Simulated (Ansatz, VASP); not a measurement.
InAs in VASP and in Ansatz

File INCAR:

```
SYSTEM = InAs
ALGO = Fast
EDIFF = 1E-6
ENCUT = 520
GGA = PE
ISIF = 2
ISMEAR = 0
LASPH = .TRUE.
LCHARG = .TRUE.
LELF = .TRUE.
LREAL = .FALSE.
LVHAR = .TRUE.
LWAVE = .FALSE.
NBANDS = 16
NELM = 100
PREC = Accurate
SIGMA = 0.1
```

KPOINTS

```
k-points
0
G
  6 6 6
  0 0 0
```

POSCAR

```
InAs
1.0
    0.0000000000      3.0535620000      3.0535620000
    3.0535620000      0.0000000000      3.0535620000
    3.0535620000      3.0535620000      0.0000000000
In As
1 1
Direct
    0.7500000000      0.7500000000      0.7500000000
    0.0000000000      0.0000000000      0.0000000000
```

Input for Ansatz:

```yaml
crystal:
  lattice:
    - [0.0, 3.053562, 3.053562]
    - [3.053562, 0.0, 3.053562]
    - [3.053562, 3.053562, 0.0]
  atoms:
    - { symbol: In, position: [0.75, 0.75, 0.75] }
    - { symbol: As, position: [0.0, 0.0, 0.0] }
basis:
  ecutwfc: 420
kpoints:
  mp_grid: { grid: [6, 6, 6] }
hamiltonian:
  xc: pbe
scf:
  occupations: { method: gaussian, width: 0.1 }
output:
  forces: true
  stress: true
  eigenvalues: true
```

The cell is a database's computed one.

Alike in both runs: task single point; functional PBE; k mesh 6 × 6 × 6; occupations gaussian, width 0.1 eV; no spin polarisation.

```csv
,VASP,Ansatz
version,VASP 6.6.1,Ansatz 0.2.0
potentials or method,"VASP PAW PBE potentials, release 64 (In_d, As)","scalar-relativistic, plane waves, PAW"
plane-wave cutoff (eV),520,420
valence electrons in the cell,18,28
```

Ansatz gave:

```
gap on the k mesh at the Fermi level (eV) : none
pressure (GPa)                            : 2.1
```

Which values does VASP return?

gap on the k mesh at the Fermi level (eV): none; pressure (GPa): 2.2.

A gap of «none» marks a metal or a gap that the smearing closes. The functional is the same, so the differences come from potentials, cutoffs and numerics. The two sets of potentials don't hold the same shells in valence.

Caveats: this crystal is a semiconductor, whose small gap the functional closes, so the metal is an error of the method.
